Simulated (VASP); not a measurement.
A run of VASP 6.6.1 is set up as follows.

File INCAR:

```
PREC = Accurate
ENCUT = 600
EDIFF = 1E-6
ISMEAR = 1
SIGMA = 0.1
LREAL = False
LASPH = True
NELM = 120
ALGO = Fast
ISIF = 3
LWAVE = False
LCHARG = False
ISPIN = 2
MAGMOM = 2 2
LORBIT = 11
LMAXMIX = 4
GGA = PE
IBRION = 2
NSW = 80
EDIFFG = -0.005
KPAR = 2
```

File KPOINTS:

```
Automatic mesh
0
Gamma
  20 20 11
```

File POSCAR:

```
Co
1.0
    2.4719999000      0.0000000000      0.0000000000
   -1.2360000000      2.1408147000      0.0000000000
    0.0000000000      0.0000000000      4.0211441000
Co
2
Direct
    0.3333333300      0.6666666700      0.2500000000
    0.6666666700      0.3333333300      0.7500000000
```

Potentials or basis: VASP PAW PBE potentials, release 64 (Co).

The run is started by

```bash
$ cat potpaw_PBE.64/Co/POTCAR > POTCAR
$ mpirun -np 2 vasp_std > vasp.out
```

Q: Estimate the relaxed volume.

A: 10.81 Å³/atom.

Q: What does it give for the band gap on the k mesh?

A: None (metal or under the smearing width).

Q: Predict the site moments.

A: Co +1.62 μB.

Q: What does it give for the relaxed cell?

A: a = 2.491 Å, b = 2.491 Å, c = 4.024 Å, α = 90.00°, β = 90.00°, γ = 120.00°.

Final structure:
```yaml
crystal:
  lattice:
    - [2.49065, 0.00000, 0.00000]
    - [-1.24533, 2.15697, 0.00000]
    - [0.00000, 0.00000, 4.02398]
  atoms:
    - { symbol: Co, position: [0.33333, 0.66667, 0.25000] }
    - { symbol: Co, position: [0.66667, 0.33333, 0.75000] }
```
